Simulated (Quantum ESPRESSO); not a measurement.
I in Quantum ESPRESSO: convergence with SCF threshold

Crystal: I.

```
CELL_PARAMETERS angstrom
0.00000 2.36560 3.90984
2.19225 0.00000 3.90984
2.19225 2.36560 0.00000
ATOMIC_POSITIONS crystal
I 0.00000 0.00000 0.00000
```

| Item | Value |
| --- | --- |
| Program | Quantum ESPRESSO 7.5 |
| Task | single point |
| Functional | PBE |
| Potentials or basis | SSSP 1.3 efficiency PBE |
| Cutoff | 748 eV |
| Density cutoff | 5987 eV |
| k mesh | 9 × 9 × 9 |
| Occupations | cold, width 0.05 eV |
| Spin | no spin polarisation |

These are the settings of the first run; the series varies SCF threshold, with any setting tied to it.

Hardware: 1 thread of Arm Neoverse V2, on a shared host.

Task: The values tried are 0.001 Ry, 0.0001 Ry, 1e-05 Ry, 1e-06 Ry, 1e-07 Ry, 1e-08 Ry, 1e-10 Ry, 1e-12 Ry, loosest first. From which on does the pressure stay within 0.1 GPa of the tightest run that finished?

Result: From 0.0001 Ry on.

```
SCF threshold  energy less the tightest run, at zero smearing (meV/atom)  pressure (GPa)  SCF cycles  CPU time (s)  peak memory (GiB)
     0.001 Ry                                                       1.61            0.05           2            11                0.1
    0.0001 Ry                                                       0.02            0.36           3            14                0.1
     1e-05 Ry                                                       0.00            0.26           4            16                0.1
     1e-06 Ry                                                       0.00            0.26           4            16                0.1
     1e-07 Ry                                                       0.00            0.29           5            19                0.1
     1e-08 Ry                                                       0.00            0.29           5            19                0.1
     1e-10 Ry                                                       0.00            0.29           7            24                0.1
     1e-12 Ry                                                       0.00            0.29           8            27                0.1
```

Against the tightest run, the energy stays within 1 meV/atom from 0.0001 Ry on. The tightest run that finished is the yardstick and may itself not be fully converged.

Caveat, for the tightest run too: an odd number of electrons without spin polarisation forces a metal; a magnetic or distorted state may lie lower. Spin-orbit coupling is left out, which matters for the levels of I.
